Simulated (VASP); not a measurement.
NiO:

```
CELL_PARAMETERS angstrom
0.00000 2.09131 2.09131
2.09131 0.00000 2.09131
2.09131 2.09131 0.00000
ATOMIC_POSITIONS crystal
Ni 0.00000 0.00000 0.00000
O 0.50000 0.50000 0.50000
```

Base run:

- Program: VASP 6.6.1
- Functional: PBE
- Potentials or basis: VASP PAW PBE potentials, release 64 (Ni, O)
- Cutoff: 520 eV
- k mesh: 8 × 8 × 8
- Occupations: gaussian, width 0.05 eV
- Spin: collinear spin, ferromagnetic start
- Starting moments: [1.0, 0.0] μB
- Hubbard terms: Ni d U = 7 eV

Its results: pressure 0.9 GPa; site moments Ni +1.85; O +0.15 μB.

Question: The run is repeated on the same cell with these changes: further incar settings from ALGO = Normal; EDIFF = 1e-07; NBANDS = 19 to ALGO = Normal; EDIFF = 1e-06; NBANDS = 19; fixed moment from none to 1 μB. What comes out?

Answer: Pressure -5.7 GPa; site moments Ni +1.15; O -0.11 μB.

Caveats: a cell with one magnetic atom can't hold antiferromagnetic order, which such compounds often take; the total moment is fixed, so each spin has its own Fermi level (some runs).
